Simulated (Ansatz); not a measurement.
# A Sn vacancy and a Te vacancy, 5.44 Å apart on the ideal sites in rocksalt SnTe, 62 atoms, charge 0

All numbers come from Ansatz (PAW, plane waves, no spin–orbit coupling) at the single k point (¼, ¼, ¼) without its symmetry partners. The atoms were relaxed with PBEsol in a fixed cell; other functionals are single points on those atoms unless said otherwise. The valence top and gap of the host come from the perfect supercell at Γ, which can miss a band edge that doesn't fold there, PBEsol gap 0.17 eV, r²SCAN gap 0.02 eV.

Cell: a = 12.569 Å, b = 12.569 Å, c = 12.569 Å, α = 90.00°, β = 90.00°, γ = 90.00°.

Nearest atoms after relaxation, from the placed atom (for vacancies from the middle of the vacant sites): Sn at 2.16 Å, Sn at 2.24 Å, Sn at 2.24 Å, Te at 2.80 Å, Te at 2.80 Å, Te at 2.82 Å.

Chemical potentials μ are those of reference phases of the elements at zero temperature by the same functional (the usual solids, diamond for C, grey Sn, and the molecules H2, N2, O2, F2, Cl2, Br2 and S8).

```csv
functional,E(defect) − E(host) − Σ nμ + q·E_VBM (eV),monopole (eV),alignment (eV),formation energy at E_F = VBM (eV),moment (μB),"wall time, shared host"
PBEsol,2.29,0.00,0.00,2.29,0 (no spin),45 s on NVIDIA H100 (relaxation)
r²SCAN,1.69,0.00,0.00,1.69,0 (no spin),17 s on NVIDIA H100
```

The charge sits partly or wholly in a band of the host, at the cell's one k point and not at the band edge, so the formation energy is too high and the charge correction doesn't apply as it stands.

The runs had no spin polarisation though PBEsol leaves holes or close levels at the Fermi level; a state of higher spin may be lower.

All elements are taken at their own reference at once; growth conditions in equilibrium with the host shift these energies, by up to the host's formation enthalpy.

One k point and a cell of this size can leave errors of several tenths of an eV in such numbers.
